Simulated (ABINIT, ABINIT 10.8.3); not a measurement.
# The lattice constant of GaAs: PBEsol within 0.5 %, LDA and PBE outside

## Background

The reference is the cubic lattice constant of a (001) GaAs substrate wafer, $a = 5.653$ Å, from "Stress control of tensile-strained In$_{1-x}$Ga$_{x}$P nanomechanical string resonators" (2018, arXiv:1808.09773). It comes from high-resolution X-ray reciprocal space maps around the 002 and 004 reflections, with the wafer lying beneath a heterostructure. I note one doubt of my own: in such maps the substrate peak often serves as the angular reference, so the number may be the accepted bulk constant carried over rather than an independent determination. A second value, 5.6538 Å, is quoted in "Atomic structure of the Se-passivated GaAs(001) surface revisited" (2023, PubMed Central 10598220) without a stated method or temperature. The two differ by far less than the error I expect from a density functional.

| compared with | measured | source's wording or label | method |
| --- | --- | --- | --- |
| a (Å) | 5.653 | cubic lattice constant of substrate | high-resolution XRD reciprocal space maps (002 and 004) * |
| a (Å) | 5.6538 | cubic lattice constant | method not stated |

Where a quantity has several values, deviations refer to the one marked *.

Conditions are those given with the value in the passage it was taken from; "not stated" means there, and the paper may say more elsewhere.

## Strategy

The aim is to find the cheapest level of theory, among those I try, that gives $a$ of zincblende GaAs within 0.5 % of the reference, or about 0.03 Å. That is tight enough to reject a functional with the usual error of a per cent or so. It is also wider than the offset between a static calculation and a room-temperature crystal: thermal expansion and zero-point motion together should lengthen $a$ by roughly 0.2 %.

The model is the two-atom primitive cell, nonmagnetic, with the space group kept. The atoms sit on sites fixed by symmetry, so the relaxation has only one free length. I start from a diffraction structure with $a = 5.654$ Å, practically the reference value. The work begins with the simplest functional and moves to gradient corrections if the error requires them. The level that meets the target then has its cutoff, k mesh and potentials checked before I judge it.

System: GaAs (gallium arsenide), zincblende; F-43m (No. 216), 2 atoms in the primitive cell; the database structure is a diffraction structure: a = 5.654 Å.

## 1. LDA as the starting point

LDA is the simplest functional and costs little in a cell of two atoms. I use PAW datasets with a cutoff of 20 Ha and an 8×8×8 k mesh, which should be adequate for a first look at a semiconductor. LDA usually binds too strongly, so I expect a lattice constant short by somewhat under one per cent, close to the limit or beyond it.

**Run 1.** ABINIT 10.8.3: LDA, JTH PAW datasets, cell and atoms relaxed from the database structure, cutoff 20 Ha, 8x8x8 k mesh, Gaussian smearing 0.02 eV.

Key lines of the input:
```
# potential files: JTH PAW datasets, made for LDA
ecut 20
pawecutdg 40
ecutsm 0.5
dilatmx 1.06
optcell 2
ionmov 2
ntime 50
ngkpt 8 8 8
shiftk 0.0 0.0 0.0
occopt 7
tsmear 0.02 eV
nband 19
nstep 80
tolvrs 1.0d-10
diemac 6
pseudos "Ga.xml, As.xml"
ntypat 2
znucl 31 33
natom 2
typat 1 2
# ... acell, rprim, xred
```

Command:
```
OMP_NUM_THREADS=1 mpirun -n 4 abinit run.abi > run.log
```

Selected lines of the output:
```
 At Broyd/MD step   4, gradients are converged :
-Cartesian components of stress tensor (GPa)         [Pressure= -2.1342E-03 GPa]
            acell      7.4867817520E+00  7.4867817520E+00  7.4867817520E+00 Bohr
```

Converged; 63 s on 4 cores of Arm Neoverse N1, shared host.

| quantity | run 1 | measured | deviation |
| --- | --- | --- | --- |
| a (Å) | 5.6029 | 5.653 | −0.0501 (−0.9 %) |
| conventional cell volume (Å³) | 175.89 |  |  |
| final pressure (GPa) | −0.00213 |  |  |

LDA gives 5.603 Å, which is 0.9 % short and outside the target. The sign is the usual one for LDA. Thermal and zero-point expansion would recover only about 0.2 % of the length, so most of the deficit must come from elsewhere, and the functional is the first suspect.

## 2. Adding the density gradient with PBE

A gradient correction is the next step up, and in a cell this small it adds little to the cost. I take PBE with the cutoff and mesh unchanged, and with datasets made for PBE. It weakens the binding relative to LDA, and in semiconductors with heavier atoms it usually goes too far. I therefore expect a lattice constant above the measured one, by perhaps one per cent or more.

**Run 2.** ABINIT 10.8.3: PBE, JTH PAW datasets, cell and atoms relaxed from the database structure, cutoff 20 Ha, 8x8x8 k mesh, Gaussian smearing 0.02 eV.

Key lines of the input, as changed from run 1:
```diff
- # potential files: JTH PAW datasets, made for LDA
+ # potential files: JTH PAW datasets, made for PBE
```

Selected lines of the output:
```
 At Broyd/MD step   4, gradients are converged :
-Cartesian components of stress tensor (GPa)         [Pressure=  1.0327E-02 GPa]
            acell      7.6790102883E+00  7.6790102883E+00  7.6790102883E+00 Bohr
```

Converged; 45 s on 4 cores of Arm Neoverse V1, shared host.

| quantity | run 2 | measured | deviation |
| --- | --- | --- | --- |
| a (Å) | 5.7467 | 5.653 | +0.0937 (+1.7 %) |
| conventional cell volume (Å³) | 189.79 |  |  |
| final pressure (GPa) | 0.01033 |  |  |

PBE overshoots by 1.7 %, a larger error than that of LDA and of opposite sign. Thermal and zero-point motion would lengthen the cell further, so including them would make the disagreement worse. The two functionals lie 0.144 Å apart with the measured value between them, which points to a gradient correction of intermediate strength.

## 3. A gradient correction made for solids

PBEsol has the same form as PBE and practically the same cost, but its gradient dependence is weaker in exchange and was chosen with solids in mind. I expect it to fall between the two previous results and close to experiment. The datasets are those generated with PBE, so the core and valence are not treated with quite the same functional. That inconsistency will need a check with other potentials if the result meets the target.

**Run 3.** ABINIT 10.8.3: PBEsol, JTH PAW datasets, cell and atoms relaxed from the database structure, cutoff 20 Ha, 8x8x8 k mesh, Gaussian smearing 0.02 eV; PBE datasets.

Key lines of the input, as changed from run 2:
```diff
+ ixc -116133
```

Selected lines of the output:
```
 At Broyd/MD step   3, gradients are converged :
-Cartesian components of stress tensor (GPa)         [Pressure=  2.3872E-03 GPa]
            acell      7.5657144706E+00  7.5657144706E+00  7.5657144706E+00 Bohr
```

Converged; 49 s on 4 cores of Arm Neoverse N1, shared host.

| quantity | run 3 | measured | deviation |
| --- | --- | --- | --- |
| a (Å) | 5.6620 | 5.653 | +0.0090 (+0.2 %) |
| conventional cell volume (Å³) | 181.51 |  |  |
| final pressure (GPa) | 0.00239 |  |  |

PBEsol gives 5.662 Å, 0.2 % above the reference and inside the target. It lies between LDA and PBE, as I had expected, and no dearer functional is needed for this quantity unless the numerical settings turn out to be responsible for the agreement.

## 4. Cutoff and k mesh for PBEsol

The small final pressure shows that the cell is relaxed at these settings, but not that the settings are converged. I therefore repeat the relaxation twice, once with the cutoff raised to 26 Ha and once with a 10×10×10 mesh, changing one setting at a time. Both runs should remain cheap for two atoms. I expect shifts of a few thousandths of an ångström at most.

**Run 4.** ABINIT 10.8.3: PBEsol, JTH PAW datasets, cell and atoms relaxed from the database structure, cutoff 26 Ha, 8x8x8 k mesh, Gaussian smearing 0.02 eV; PBE datasets.

Key lines of the input, as changed from run 3:
```diff
- ecut 20
- pawecutdg 40
+ ecut 26
+ pawecutdg 52
```

Selected lines of the output:
```
-Cartesian components of stress tensor (GPa)         [Pressure=  2.4835E-03 GPa]
            acell      7.5660168512E+00  7.5660168512E+00  7.5660168512E+00 Bohr
```

Converged; 46 s on 4 cores of Arm Neoverse V1, shared host.

**Run 5.** ABINIT 10.8.3: PBEsol, JTH PAW datasets, cell and atoms relaxed from the database structure, cutoff 20 Ha, 10x10x10 k mesh, Gaussian smearing 0.02 eV; PBE datasets.

Key lines of the input, as changed from run 3:
```diff
- ngkpt 8 8 8
+ ngkpt 10 10 10
```

Selected lines of the output:
```
-Cartesian components of stress tensor (GPa)         [Pressure=  2.2360E-03 GPa]
            acell      7.5663559882E+00  7.5663559882E+00  7.5663559882E+00 Bohr
```

Converged; wall time 46 s.

| quantity | run 4 | run 5 | measured |
| --- | --- | --- | --- |
| a (Å) | 5.6622 | 5.6624 | 5.653 |
| conventional cell volume (Å³) | 181.53 | 181.56 |  |
| final pressure (GPa) | 0.00248 | 0.00224 |  |

The higher cutoff lengthens $a$ by 0.0002 Å and the denser mesh by 0.0004 Å. Both shifts are far smaller than the 0.009 Å by which PBEsol exceeds the reference, and smaller still beside the target. The agreement does not depend on a loose cutoff or mesh.

## 5. PBEsol with norm-conserving potentials

What remains untested is the use of PBE datasets in a PBEsol calculation. I repeat the relaxation with norm-conserving PseudoDojo potentials, which need a much higher cutoff, here 42 Ha. The mesh is 6×6×6, coarser than before, so any difference will combine the effect of the potentials with that of the sampling. I expect the two descriptions to agree within about 0.01 to 0.02 Å.

**Run 6.** ABINIT 10.8.3: PBEsol, PseudoDojo norm-conserving potentials, cell and atoms relaxed from the database structure, cutoff 42 Ha, 6x6x6 k mesh, Gaussian smearing 0.02 eV.

Key lines of the input:
```
# potential files: PseudoDojo norm-conserving potentials, made for PBEsol
ecut 42
ecutsm 0.5
dilatmx 1.06
optcell 2
ionmov 2
ntime 50
ngkpt 6 6 6
shiftk 0.0 0.0 0.0
occopt 7
tsmear 0.02 eV
nband 19
nstep 80
tolvrs 1.0d-10
diemac 6
pseudos "Ga.upf, As.upf"
ntypat 2
znucl 31 33
natom 2
typat 1 2
# ... acell, rprim, xred
```

Selected lines of the output:
```
 At Broyd/MD step   3, gradients are converged :
-Cartesian components of stress tensor (GPa)         [Pressure=  1.2768E-03 GPa]
            acell      7.5639259820E+00  7.5639259820E+00  7.5639259820E+00 Bohr
```

Converged; wall time 41 s.

| quantity | run 6 | measured | deviation |
| --- | --- | --- | --- |
| a (Å) | 5.6606 | 5.653 | +0.0076 (+0.1 %) |
| conventional cell volume (Å³) | 181.38 |  |  |
| final pressure (GPa) | 0.00128 |  |  |

The norm-conserving potentials, which were generated for PBEsol itself, give 5.661 Å. This is only about 0.001 Å below the PAW result at the same functional, a closer agreement than I had expected. Because the k mesh also differs, I cannot assign this small difference to the potentials alone, and a partial cancellation between the two effects is possible. Still, two independent constructions of the core put PBEsol within 0.2 % of the reference, so the use of PBE datasets is not what brings the PAW result inside the target. With cutoff, mesh and potentials checked, I end the calculations here.

## Results at a glance

| run | settings | a (Å) | deviation | cost |
| --- | --- | --- | --- | --- |
| 1 | LDA, JTH PAW datasets, cutoff 20 Ha, 8x8x8 k mesh | 5.6029 | −0.0501 (−0.9 %) | 4.2 core-min |
| 2 | PBE, JTH PAW datasets, cutoff 20 Ha, 8x8x8 k mesh | 5.7467 | +0.0937 (+1.7 %) | 3 core-min |
| 3 | PBEsol, JTH PAW datasets, cutoff 20 Ha, 8x8x8 k mesh, PBE datasets | 5.6620 | +0.0090 (+0.2 %) | 3.3 core-min |
| 4 | PBEsol, cutoff 26 Ha, PBE datasets | 5.6622 | +0.0092 (+0.2 %) | 3.1 core-min |
| 5 | PBEsol, 10x10x10 mesh, PBE datasets | 5.6624 | +0.0094 (+0.2 %) | 3.1 core-min |
| 6 | PBEsol, PseudoDojo, cutoff 42 Ha, 6x6x6 mesh | 5.6606 | +0.0076 (+0.1 %) | 2.7 core-min |
|  | measured | 5.653 |  |  |

## How well does the simulation do?

PBEsol meets the target. With PAW datasets, a cutoff of 20 Ha and an 8×8×8 mesh it gives $a = 5.662$ Å, 0.2 % above the reference and within the 0.5 % I set. The relaxation took about three core-minutes. LDA, 0.9 % too short, and PBE, 1.7 % too long, both miss at a similar cost, so here the choice of functional matters and its price hardly does.

The PBE step did not improve on LDA, but it put the measured value between the two and led me to a weaker gradient correction. Raising the cutoff and refining the mesh moved the PBEsol result by less than 0.001 Å each. Norm-conserving potentials made for PBEsol gave 5.661 Å, so the result does not hinge on the PBE datasets. That run also used a coarser mesh, and I did not separate the two effects.

Part of the close agreement is a cancellation. The calculation is static, whereas the measured crystal is at room temperature. Adding the rough 0.2 % for thermal and zero-point expansion would raise the PBEsol excess to about 0.4 %, still inside the target but with little room left. The same allowance would reduce the LDA deficit to about 0.7 %, still a miss, and worsen PBE. I attribute most of the remaining PBEsol excess to the functional, since the numerical checks moved the result so little. The expansion itself was not examined here.

The reference may be the accepted bulk constant used to set the angular scale, not an independent measurement. The second quoted value differs from it by only 0.0008 Å, and exchanging them would change none of these calls.

[Logs are printed without paths, hosts, clocks, repeated set-up lines and the standing remarks that a program may print on its own settings, such as how far it seeks lower states.]

[The runs shown are a pick from a larger set of finished runs; failed, doubtful and other runs were left out of it ahead of writing. So were measured values far from every level or from commonly accepted values, and agreement can look better than it is. Lines of input and output are excerpts and may be shortened.]
